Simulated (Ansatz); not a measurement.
Here is an Ansatz 0.2.0 calculation.

File input.yaml:

```yaml
crystal:
  lattice:
    - [1.8807968987, 1.0858785957, 3.5140619945]
    - [-1.8807968987, 1.0858785957, 3.5140619945]
    - [0.0, -2.1717571915, 3.5140619945]
  atoms:
    - { symbol: As, position: [0.226, 0.226, 0.226] }
    - { symbol: As, position: [0.774, 0.774, 0.774] }
hamiltonian:
  xc: revpbe
  pseudopotentials: { kind: paw_fr }
  dispersion: d3bj
magnetization:
  noncollinear: true
  spin_orbit: true
kpoints:
  mp_grid: { grid: [9, 9, 9] }
scf:
  occupations: { method: fermi_dirac, width: 0.05 }
output:
  forces: true
  stress: true
  eigenvalues: true
  bader: true
  populations: intrinsic
```

Potentials or basis: Ansatz PAW.

Launch:

```sh
$ ansatz run input.yaml --threads 2 --pin off --max-ram 5120MiB --backend cpu --events-out ev --progress --plain --runs-dir out
```

What does it give for the pressure?

-1.3 GPa.

Predict the largest force.

0.448 eV/Å.

What does it give for the band gap on the k mesh?

None (metal or under the smearing width).

Stress tensor (GPa, compression positive):
```
-1.00  0.00  0.00
 0.00 -1.00  0.00
 0.00  0.00 -1.87
```

Caveat: pairwise dispersion overbinds metals, which lowers pressure and volume; the PAW data sets come from PBE, with cores solved anew for the run's functional, which leaves a small shift of forces and pressure.
